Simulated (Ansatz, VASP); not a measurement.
## SiC2 in VASP and in Ansatz

```
Si C
1.0
     0.00000    3.29591    4.43677
     2.49254    0.00000    4.43677
     2.49254    3.29591    0.00000
Si C
2 4
Direct
  0.28399 0.71601 0.71601
  0.71601 0.28399 0.28399
  0.66076 0.95468 0.33924
  0.04532 0.33924 0.95468
  0.95468 0.66076 0.04532
  0.33924 0.04532 0.66076
```

Alike in both runs: functional PBE; k mesh 6 × 6 × 6; occupations gaussian, width 0.1 eV; no spin polarisation.

Ansatz relaxed the structure, and its values are those at the end. VASP's run is a single point on that final structure, the one shown.

|  | VASP | Ansatz |
| --- | --- | --- |
| version | VASP 6.6.1 | Ansatz 0.2.0 |
| potentials or method | VASP PAW PBE potentials, release 64 (Si, C) | scalar-relativistic, plane waves, PAW |
| plane-wave cutoff (eV) | 520 | 420 |
| valence electrons in the cell | 24 | 24 |

|  | VASP | Ansatz | Ansatz less VASP |
| --- | --- | --- | --- |
| gap on the k mesh at the Fermi level (eV) | none | none | - |
| pressure (GPa) | 0.1 | 0.0 | -0.09 |
| rms of the force components (eV/Å) | 0.017 | 0.018 | +0.0007 |

A gap of «none» marks a metal or a gap that the smearing closes.
